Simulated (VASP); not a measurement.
Runs of VASP 6.6.1 on MnF2. It takes space group R-3m (No. 166, trigonal). Conventional cell: a = 3.174 Å, b = 3.174 Å, c = 14.393 Å, α = 90.00°, β = 90.00°, γ = 120.00°. Mn (site symmetry -3m) has 6 F at 2.17 Å as nearest neighbours. F (site symmetry 3m) is surrounded by 3 Mn at 2.17 Å. The cell was built by a generator and needn't be a form met in nature.

| level | spin | U | further INCAR settings | gap on the mesh (eV) | pressure (GPa) | moment (μB) | largest force (eV/Å) |
| --- | --- | --- | --- | --- | --- | --- | --- |
| PBE | collinear, ferromagnetic start | - | ALGO = Fast; EDIFF = 1e-06 | 1.92 | (a) | 5.00 | 0.92 |
| PBE+U | non-collinear, random start | Mn d U = 4 eV | ALGO = Normal; EDIFF = 1e-06 | 3.22 | 0.4 | 5.00 | 0.90 |
| PBE+U | collinear, random start | Mn d U = 4 eV | ALGO = Normal; EDIFF = 1e-06 | 3.22 | 0.4 | 5.00 | 0.90 |
| PBE+U | collinear, ferromagnetic start | Mn d U = 4 eV | ALGO = Normal; EDIFF = 1e-07 | 3.22 | 0.4 | 5.00 | 0.90 |

Alike in all rows: task single point; potentials or basis VASP PAW PBE potentials, release 64 (Mn_pv, F); cell as given; k mesh 7 × 7 × 7; cutoff (eV) 520; smearing gaussian 0.05 eV.

**Question.** Estimate the missing entries.

**Answer.** (a) -0.9.

Caveats: an odd mesh through Γ misses points on the zone boundary, where band edges often lie; a cell with one magnetic atom can't hold antiferromagnetic order, which such compounds often take.
